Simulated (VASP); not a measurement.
Wanted: the native input for a VASP 6.6.1 run.

| Quantity | Value |
| --- | --- |
| Task | single point |
| Functional | PBE |
| Potentials or basis | VASP PAW PBE potentials, release 64 (O, H, C) |
| Cutoff | 520 eV |
| k mesh | 1 × 1 × 1 |
| Occupations | fermi-dirac, width 0.02 eV |
| Spin | no spin polarisation |
| Dipole correction | no |
| Further INCAR settings | LREAL = Auto; ALGO = Fast; EDIFF = 1e-07; NBANDS = 71 |

The structure of H24CO11 lies in POSCAR:

```
H24CO11
1.0
    7.1595990000      0.0000000000      0.0000000000
    0.0000000000      7.1595990000      0.0000000000
    0.0000000000      0.0000000000      7.1595990000
O H C
11 24 1
Direct
    0.4707805563      0.6613359212      0.0024303037
    0.6065842514      0.3870188819      0.2798061735
    0.0907453057      0.2993882758      0.0417621154
   -0.1165847417      0.2261998193      0.5240237617
   -0.0408402761      0.6160819901      0.7168697576
    0.2589670176      0.3552014575      0.4933795873
    0.8967541339      0.0019274823      1.1356920967
    0.5689564457      0.6616571682      0.6491983699
    0.4499972694      1.0262027245      0.9832394244
    0.8494749496      0.8431198451      0.4353595781
    0.5054892041      0.0368596062      0.6250629400
    0.4934633909      0.7784234843      0.0400860439
    0.5177664280      0.6882508364     -0.1341834927
    0.7346361158      0.3586932732      0.2854489476
    0.5914856405      0.5083245584      0.2015476006
    0.2136572174      0.2972373173      0.0860662727
    0.0632297982      0.4267557443     -0.0030308960
   -0.1093077978      0.3214844854      0.6192385914
   -0.0285490849      0.2584362616      0.4041706805
    0.0718336320      0.6992151376      0.7341751961
   -0.1069892322      0.6919940628      0.6377312472
    0.2817057212      0.2439242756      0.5577267665
    0.3815157804      0.4139198299      0.4549137459
    0.9512124911      0.1399100704      1.0970586481
    0.9808510225     -0.0941253833      1.0802839656
    0.6778033239      0.6162356300      0.5990838314
    0.5782167409      0.7857842318      0.6150204781
    0.5424605484      1.0953406748      1.0608275687
    0.4599838622      1.0955501837      0.8563608102
    0.8246132221      0.9715488256      0.4786999942
    0.8869211809      0.8776608858      0.3005056568
    0.5392480780     -0.0946980410      0.3679256338
    0.6283312794      0.1000894044      0.6125343053
    0.3231465896     -0.1097407830      0.4957819565
    0.3834572299      0.1190569472      0.3565702493
    0.4312113011     -0.0161461557      0.4328315036
```

The cell was built by a generator and needn't be a form met in nature.

The input as run:

INCAR

```
PREC = Accurate
ENCUT = 520
EDIFF = 1E-7
ISMEAR = -1
SIGMA = 0.02
LREAL = Auto
LASPH = True
NELM = 100
ALGO = Fast
ISIF = 2
LWAVE = False
LCHARG = True
GGA = PE
LELF = True
LVHAR = True
NBANDS = 71
```

KPOINTS

```
regular mesh
0
Gamma
  1 1 1
```

Potentials or basis: VASP PAW PBE potentials, release 64 (O, H, C).

Command:

```console
$ cat potpaw_PBE.64/O/POTCAR potpaw_PBE.64/H/POTCAR potpaw_PBE.64/C/POTCAR > POTCAR
$ mpirun -np 1 vasp_gam > vasp.out
```

Results of the run:

| Item | Value |
| --- | --- |
| Pressure | 1.5 GPa |
| Largest force | 5.473 eV/Å |
| Band gap on the k mesh | 3.96 eV, direct |

It took 37 s on 1 thread of Intel(R) Xeon(R) 6975P-C (Granite Rapids), on a shared host, peak memory 0.38 GiB.
